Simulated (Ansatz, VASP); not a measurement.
**Two plane-wave programs on Re**

```
Re
1.0
     2.74210    0.00000    0.00000
    -1.37105    2.37473    0.00000
     0.00000    0.00000    4.43598
Re
2
Direct
  0.33333 0.66667 0.25000
  0.66667 0.33333 0.75000
```

Change from the starting cell: volume scaled by 0.975, PAW files.

Alike in both runs: task electric field gradients; functional r2SCAN; k mesh 14 × 14 × 8; occupations fermi-dirac, width 0.08 eV; no spin polarisation.

```csv
,VASP,Ansatz
version,VASP 6.6.1,Ansatz 0.2.0
potentials or method,"VASP PAW PBE potentials, release 64 (Re)","PAW with Ansatz's default frozen-core files, scalar-relativistic"
plane-wave cutoff (eV),520,500
valence electrons in the cell,14,30
```

```csv
,VASP,Ansatz,Ansatz less VASP
pressure (GPa),7.4,7.2,-0.19
largest component of the traceless stress (GPa),0.23,0.29,+0.066
Vzz of the field gradient on the site that differs most (V/Å²),-73.3,-68.2,+5.06
```

With one functional, cell and mesh, what is left measures potentials, basis and numerics. The two sets of potentials don't hold the same shells in valence. Ansatz warned: «gradients_without_spin_orbit».

Caveats: the PAW data sets were made with another functional, which shifts forces and pressure a little (VASP). The runs have no spin-orbit coupling, so splittings on Re are missing.
